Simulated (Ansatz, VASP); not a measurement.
C: VASP beside Ansatz

```
CELL_PARAMETERS angstrom
2.46572 0.00000 0.00000
-1.23286 2.13538 0.00000
0.00000 0.00000 17.50000
ATOMIC_POSITIONS crystal
C 0.33333 0.66667 0.25714
C 0.66667 0.33333 0.25714
C 0.33333 0.00000 0.45464
C 0.66667 0.66667 0.45464
```

Alike in both runs: functional PBE; dispersion D3(BJ); k mesh 15 × 15 × 1; occupations gaussian, width 0.1 eV; no spin polarisation.

Ansatz relaxed the structure, and its values are those at the end. VASP's run is a single point on that final structure, the one shown.

|  | VASP | Ansatz |
| --- | --- | --- |
| version | VASP 6.6.1 | Ansatz 0.2.0 |
| potentials or method | VASP PAW PBE potentials, release 64 (C) | scalar-relativistic, plane waves, PAW |
| plane-wave cutoff (eV) | 520 | 420 |
| valence electrons in the cell | 16 | 16 |

```tsv
	VASP	Ansatz	Ansatz less VASP
gap on the k mesh at the Fermi level (eV)	0.32	0.32	0.000
least direct gap on the mesh (eV)	0.32	0.32	0.000
rms of the force components (eV/Å)	0.004	0.004	0.0000
```

Ansatz warned: «structure_snapped_to_symmetry».
